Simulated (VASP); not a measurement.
P: single point with RPBE

The system is P.

```
P
1.0
     3.35049    0.00000    0.00000
    -1.67524    2.90161    0.00000
     0.00000    0.00000    3.28564
P
2
Direct
  0.33333 0.66667 0.25000
  0.66667 0.33333 0.75000
```

This isn't the form of P at room conditions, which is orthorhombic.

* Program: VASP 6.6.1
* Task: single point
* Functional: RPBE
* Potentials or basis: VASP PAW PBE potentials, release 64 (P)
* Cutoff: 520 eV
* k mesh: 12 × 12 × 11
* Occupations: fermi-dirac, width 0.1 eV
* Spin: no spin polarisation

```
Pressure               : -3.4 GPa
Band gap on the k mesh : none (metal or under the smearing width)
```

Stress tensor (GPa, compression positive):
```
-2.79  0.00  0.00
 0.00 -2.79  0.00
 0.00  0.00 -4.66
```

Levels at points of the mesh, in eV from the Fermi level:
```tsv
k point	band 2	band 3	band 4	band 5	band 6	band 7	band 8	band 9
(0.00, 0.00, 0.00)	-3.77	-3.76	-1.67	-1.67	2.20	2.20	2.95	7.58
(0.50, 0.00, 0.00)	-10.63	-3.82	-1.71	-1.21	1.12	2.62	3.32	6.08
```

Run time: 26 s on 1 thread of Intel(R) Xeon(R) Platinum 8375C CPU @ 2.90GHz (Ice Lake), with other jobs on the host, peak memory 0.16 GiB.

Caveat: the PAW data sets were made with another functional, which shifts forces and pressure a little.
